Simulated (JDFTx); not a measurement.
The system is RbCl.

```xyz
2
Lattice="0.0000 3.2740 3.2740 3.2740 0.0000 3.2740 3.2740 3.2740 0.0000" Properties=species:S:1:pos:R:3 pbc="T T T"
Rb    0.0000    0.0000    0.0000
Cl    3.2740    3.2740    3.2740
```

```yaml
Program: JDFTx 1.7.0 (patched build)
Task: single point
Functional: PBE
Potentials_or_basis: PseudoDojo-SR-PBE-0.5-standard
Cutoff: 789 eV
Density_cutoff: 3157 eV
k_mesh: 7 × 7 × 7
Occupations: fermi-dirac, width 0.05 eV
Spin: no spin polarisation
```

On this cell: pressure 1.1 GPa; largest force zero by symmetry; band gap on the k mesh 5.05 eV, direct.

The same run follows on a disturbed copy (atoms moved at random, drawn with an rms of 0.05 Å):

```
CELL_PARAMETERS angstrom
0.00000 3.27400 3.27400
3.27400 0.00000 3.27400
3.27400 3.27400 0.00000
ATOMIC_POSITIONS crystal
Rb 0.98821 0.00202 0.00602
Cl 0.48568 0.49733 0.50592
```

Task: What changes?

Result: The energy moves by +0.3 meV/atom; pressure 1.1 GPa; largest force 0.040 eV/Å; band gap on the k mesh 5.05 eV, direct.

Forces on the atoms (eV/Å):
```
Rb  -0.021 -0.012 -0.032
Cl   0.021  0.011  0.032
```

Caveats: the empty levels aren't tightly converged; an odd mesh through Γ misses points on the zone boundary, where band edges often lie; forces may be off by hundredths of an eV/Å (some runs).
